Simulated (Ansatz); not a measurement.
# WS2: the cost of one run

Program: Ansatz 0.2.0. Level of theory: DFT PBE, scalar-relativistic, plane waves, PAW. These are calculated values, not measurements.

### 1 The structure to begin with

Symmetry: R3m, No. 160, trigonal system. Conventional cell: a = 3.158 Å, b = 3.158 Å, c = 18.490 Å, α = 90.00°, β = 90.00°, γ = 120.00°. W (site symmetry 3m) is surrounded by 6 S at 2.39 to 2.42 Å. S (site symmetry 3m) is surrounded by 3 W at 2.39 Å. Around S (site symmetry 3m) lie 3 W at 2.42 Å.

Structure file:

```xyz
3
Lattice="1.5790 0.9116 6.1633 -1.5790 0.9116 6.1633 0.0000 -1.8233 6.1633" Properties=species:S:1:pos:R:3 pbc="T T T"
W     0.0000    0.0000    0.0000
S     0.0000    0.0000    4.6170
S     0.0000    0.0000    7.7473
```

The start is a polymorph listed in a database, not an invented cell.

### 2 Probe: one point on a coarse mesh

Contents of input.yaml:

```yaml
crystal:
  lattice:
    - [1.57900036, 0.91163628, 6.16333008]
    - [-1.57900036, 0.91163628, 6.16333008]
    - [0.0, -1.82327257, 6.16333008]
  atoms:
    - { symbol: W, position: [0.0, 0.0, 0.0] }
    - { symbol: S, position: [0.24970001, 0.24970001, 0.24970001] }
    - { symbol: S, position: [0.41900003, 0.41900003, 0.41900003] }
basis:
  ecutwfc: 420
kpoints:
  mp_grid: { grid: [6, 6, 6] }
hamiltonian:
  xc: pbe
scf:
  occupations: { method: gaussian, width: 0.1 }
  lower_state_search: "off"
output:
  forces: true
  stress: true
  eigenvalues: true
```

On the command line:

```sh
$ ansatz run input.yaml --threads 1 --pin off --max-ram 2560MiB --backend cpu --events-out ev --progress --plain --runs-dir out
```

Q: Estimate wall time and peak memory on 1 thread of Intel Xeon Platinum 8259CL at 2.50GHz (Skylake/Cascade Lake), shared host.

About 2.7 s, with a peak of 0.39 GiB.
